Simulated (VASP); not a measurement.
# Ge (Cmmm) in VASP: a series of runs

The runs below take Ge through single point, with PBE.

All numbers are computed with VASP 6.6.1; they aren't measurements. Logs are shortened: lines on timing, memory, paths and dates and some standing lists are left out, and cuts for length are marked.

## Step 1: The structure

It takes space group Cmmm (No. 65, orthorhombic). The conventional cell has a = 2.794 Å, b = 5.201 Å, c = 2.698 Å, α = 90.00°, β = 90.00°, γ = 90.00°. Ge (site symmetry mmm) has 8 Ge at 2.70 to 2.95 Å as nearest neighbours.

This isn't the form of Ge at room conditions, which is diamond.

## Step 2: Single point, PBE

File INCAR:

```
PREC = Accurate ; ENCUT = 450
EDIFF = 1E-7 ; ISMEAR = 0
SIGMA = 0.01 ; LREAL = F
LASPH = T ; NELM = 100
ALGO = Normal ; ISIF = 2
LWAVE = F ; LCHARG = F
GGA = PE ; NBANDS = 13
ADDGRID = F
```

File KPOINTS:

```
Automatic mesh
0
Gamma
  5 5 5
```

File POSCAR:

```
Ge
1.0
    1.3971490000     -2.6005160000      0.0000000000
    1.3971490000      2.6005160000      0.0000000000
    0.0000000000      0.0000000000      2.6982310000
Ge
1
Direct
    0.5000000000      0.5000000000      0.0000000000
```

Potentials or basis: VASP PAW PBE potentials, release 64 (Ge_d).

Launch:

```sh
cat potpaw_PBE.64/Ge_d/POTCAR > POTCAR
mpirun -np 1 vasp_std > vasp.out
```

OUTCAR:

```text
PREC = Accurate
   ENCUT = 450
   EDIFF = 1E-7
   ISMEAR = 0
   LREAL = F
   LASPH = T
   NELM = 100
   ISIF = 2
   GGA = PE

 Found     27 irreducible k-points:

 Following reciprocal coordinates:
            Coordinates               Weight
  0.000000  0.000000  0.000000      1.000000
  0.200000 -0.000000  0.000000      4.000000
  0.400000  0.000000  0.000000      4.000000
  0.200000  0.200000  0.000000      2.000000
  0.400000  0.200000  0.000000      4.000000
 -0.400000  0.200000  0.000000      4.000000
   k-points           NKPTS =     27   k-points in BZ     NKDIM =     27   number of bands    NBANDS=     13
   number of dos      NEDOS =    301   number of ions     NIONS =      1
   total plane-waves  NPLWV =   8000
   dimension x,y,z NGX =    20 NGY =   20 NGZ =   20
   dimension x,y,z NGXF=    40 NGYF=   40 NGZF=   40
   ions per type =               1
   NGX,Y,Z   is equivalent  to a cutoff of  11.26, 11.26, 12.32 a.u.
   NGXF,Y,Z  is equivalent  to a cutoff of  22.53, 22.53, 24.65 a.u.
 SYSTEM =  unknown system
   PREC   = accura    normal or accurate (medium, high low for compatibility)
   ISTART =      0    job   : 0-new  1-cont  2-samecut
   ICHARG =      2    charge: 1-file 2-atom 10-const
   ISPIN  =      1    spin polarized calculation?
   LNONCOLLINEAR =      F non collinear calculations
   LSORBIT =      F    spin-orbit coupling
   LASPH  =      T    aspherical Exc in radial PAW
   ENCUT  =  450.0 eV  33.07 Ry    5.75 a.u.   5.11  5.11  4.67*2*pi/ulx,y,z
   NELM   =    100;   NELMIN=  2; NELMDL= -5     # of ELM steps
   EDIFF  = 0.1E-06   stopping-criterion for ELM
   LREAL  =      F    real-space projection
   EDIFFG = 0.1E-05   stopping-criterion for IOM
   NSW    =      0    number of steps for IOM
   IBRION =     -1    ionic relax: 0-MD 1-quasi-New 2-CG
   NFREE  =      0    steps in history (QN), initial steepest desc. (CG)
   ISIF   =      2    stress and relaxation
   ISYM   =      2    0-nonsym 1-usesym 2-fastsym
   POTIM  = 0.5000    time-step for ionic-motion
   TEBEG  =    0.0;   TEEND  =   0.0 temperature during run
   PSTRESS=    0.0 pullay stress
   NELECT =      14.0000    total number of electrons
   NUPDOWN=      -1.0000    fix difference up-down
   EMIN   =  10.00;   EMAX   =-10.00  energy-range for DOS
   EFERMI =   0.00;   METHOD = LEGACY
   ISMEAR =     0;   SIGMA  =   0.01  broadening in eV -4-tet -1-fermi 0-gaus
   EFERMI_NEDOS =   21; number of points for ismear=-14 and -15
   IALGO  =     38    algorithm
   IMIX   =      4    mixing-type and parameters
     AMIX     =   0.40;   BMIX     =  1.00
     AMIX_MAG =   1.60;   BMIX_MAG =  1.00
  volume/ion in A,a.u.               =      19.61       132.31
  Fermi-wavevector in a.u.,A,eV,Ry     =   1.463234  2.765111 29.130796  2.141053
  Thomas-Fermi vector in A             =   2.579353
   LORBIT       =      0    0 simple, 1 ext, 2 COOP (PROOUT), +10 PAW based schemes
   GGA     = PE    functional components
   LHFCALC =     F    Hartree Fock is set to
   AEXX    =    0.0000 exact exchange contribution
   IVDW    =     0    specifies the selected vdW correction
   LEPSILON=     F    determine dielectric tensor
   LRPA    =     F    only Hartree local field effects (RPA)
 non-spin polarized calculation
 Gauss-broadening in eV      SIGMA  =   0.01
  energy-cutoff  :      450.00
  volume of cell :       19.61
 maximum number of plane-waves:       433
   NGX = 11   NGY = 11   NGZ =  9

 number of electron      14.0000004 magnetization

 Free energy of the ion-electron system (eV)
  ---------------------------------------------------
  ext. energy  EPLUGINS =         0.00000000
  ---------------------------------------------------
  free energy    TOTEN  =        -4.23940614 eV

  energy without entropy =       -4.23921983  energy(sigma->0) =       -4.23931299

 E-fermi :   6.1223     XC(G=0): -11.0309

 val. band max:        5.9526272174   @ k =   0.4000   0.4000   0.4000
 cond. band min:       6.1304218114   @ k =   0.4000   0.2000   0.2000
 fundamental gap:      0.1777945940
 Fermi energy:         6.1222876129

 k-point     1 :       0.0000    0.0000    0.0000
  band No.  band energies     occupation
      1     -18.4748      2.00000
      2     -18.4129      2.00000
      3     -18.3626      2.00000
      4     -18.2600      2.00000
      5     -18.2433      2.00000
      6      -6.6353      2.00000
      7      12.8912      0.00000
      8      13.3639      0.00000
      9      14.8767      0.00000
     10      16.3831      0.00000
     11      18.7206      0.00000
     12      21.0944      0.00000
     13      21.2317      0.00000

 k-point     2 :       0.2000   -0.0000    0.0000
  band No.  band energies     occupation
      1     -18.4531      2.00000
      2     -18.3867      2.00000
      3     -18.3521      2.00000
      4     -18.2678      2.00000
      5     -18.2581      2.00000
      6      -5.6656      2.00000
      7       9.0685      0.00000
      8      11.6583      0.00000
      9      13.8155      0.00000
     10      15.9822      0.00000
     11      18.0849      0.00000
     12      22.4593      0.00000
     13      25.5958      0.00000

 k-point     3 :       0.4000    0.0000    0.0000
  band No.  band energies     occupation
      1     -18.4476      2.00000
      2     -18.3727      2.00000
      3     -18.2945      2.00000
      4     -18.2793      2.00000
      5     -18.2679      2.00000
      6      -2.8584      2.00000
      7       2.6919      2.00000
      8       9.9051      0.00000
      9      13.9452      0.00000
     10      16.1036      0.00000
     11      20.7343      0.00000
     12      24.1411      0.00000
     13      25.0179      0.00000

 k-point     4 :       0.2000    0.2000    0.0000
  band No.  band energies     occupation
      1     -18.4280      2.00000
      2     -18.3892      2.00000
      3     -18.2957      2.00000
      4     -18.2876      2.00000
      5     -18.2696      2.00000
      6      -3.6458      2.00000
      7       5.0023      2.00000
      8       7.6104      0.00000
      9      15.5681      0.00000
     10      18.8576      0.00000
     11      19.4986      0.00000
     12      21.3720      0.00000
     13      25.9927      0.00000

 k-point     5 :       0.4000    0.2000    0.0000
  band No.  band energies     occupation
      1     -18.4208      2.00000
      2     -18.3659      2.00000
      3     -18.2936      2.00000
      4     -18.2925      2.00000
      5     -18.2772      2.00000
      6      -1.1468      2.00000
      7       1.7003      2.00000
      8       5.3894      2.00000
      9      17.0837      0.00000
     10      19.3040      0.00000
     11      22.9864      0.00000
     12      23.5753      0.00000
     13      23.6821      0.00000

 k-point     6 :      -0.4000    0.2000    0.0000
  band No.  band energies     occupation
      1     -18.4320      2.00000
      2     -18.3908      2.00000
      3     -18.3129      2.00000
      4     -18.2857      2.00000
      5     -18.2620      2.00000
      6      -3.9965      2.00000
      7       5.1689      2.00000
      8       7.4588      0.00000
      9      15.2452      0.00000
     10      19.3545      0.00000
     11      20.6923      0.00000
     12      23.4703      0.00000
     13      26.1462      0.00000

 [... further k-points ...]

------------------------ aborting loop because EDIFF is reached ----------------------------------------

  FORCE on cell =-STRESS in cart. coord.  units (eV):
  Direction    XX          YY          ZZ          XY          YZ          ZX
  --------------------------------------------------------------------------------------
  -------------------------------------------------------------------------------------
  Total       -0.2909708      0.9009039      0.0091252     -0.0000000      0.0000000      0.0000000
  in kB      -23.7765380     73.6169223      0.7456605     -0.0000000      0.0000000      0.0000000
  external PRESSURE =      16.8620149 kB  Pullay stress =       0.0000000 kB

 VOLUME and BASIS-vectors are now :
 -----------------------------------------------------------------------------
  energy-cutoff  :      450.00
  volume of cell :       19.61
      direct lattice vectors                 reciprocal lattice vectors
     1.397149000 -2.600516000  0.000000000     0.357871637 -0.192269534  0.000000000
     1.397149000  2.600516000  0.000000000     0.357871637  0.192269534  0.000000000
     0.000000000  0.000000000  2.698231000     0.000000000  0.000000000  0.370613191

 POSITION                                       TOTAL-FORCE (eV/Angst)
 -----------------------------------------------------------------------------------
      1.39715      0.00000      0.00000         0.000000      0.000000      0.000000
 -----------------------------------------------------------------------------------
    total drift:                               -0.000000      0.000000     -0.000000

  FREE ENERGIE OF THE ION-ELECTRON SYSTEM (eV)
  ---------------------------------------------------
  free  energy   TOTEN  =        -4.2394061440 eV

  energy  without entropy=       -4.2392198267  energy(sigma->0) =       -4.23931299
```

Run time: 2.6 s. Hardware: 1 thread of Intel Xeon 6975P-C (Granite Rapids), shared host; peak memory 0.12 GiB.

The run converged, but some of its settings lie outside the range that counts as converged, so its numbers aren't taken as properties of the crystal.

Results:

* Free energy: -4.2394 eV
* Pressure: 1.7 GPa
* Band gap on the k mesh: none (metal or under the smearing width)

Caveat: the k mesh is coarse (spacing up to 0.51 Å⁻¹), so the values aren't converged.

## Step 3: Single point, PBE

This run uses another cell than the first one, of the same volume but with other edges.

INCAR is that of step 2.

KPOINTS is that of step 2.

File POSCAR:

```
Ge
1.0
    1.4161900000     -2.6475770000      0.0134350000
    1.3961930000      2.6368340000      0.0183540000
    0.0306960000      0.0025520000      2.6389690000
Ge
1
Direct
    0.4852650000      0.4800630000      0.0156560000
```

Potentials or basis: VASP PAW PBE potentials, release 64 (Ge_d).

Launch:

```sh
cat potpaw_PBE.64/Ge_d/POTCAR > POTCAR
mpirun -np 1 vasp_std > vasp.out
```

Run time: 4 s. Hardware: 1 thread of Intel Xeon 6975P-C (Granite Rapids), shared host; peak memory 0.13 GiB.

The run converged, but some of its settings lie outside the range that counts as converged, so its numbers aren't taken as properties of the crystal.

Results:

| Item | Value |
| --- | --- |
| Free energy | -4.2439 eV |
| Pressure | -0.1 GPa |
| Band gap on the k mesh | none (metal or under the smearing width) |

Caveat: the k mesh is coarse (spacing up to 0.51 Å⁻¹), so the values aren't converged.
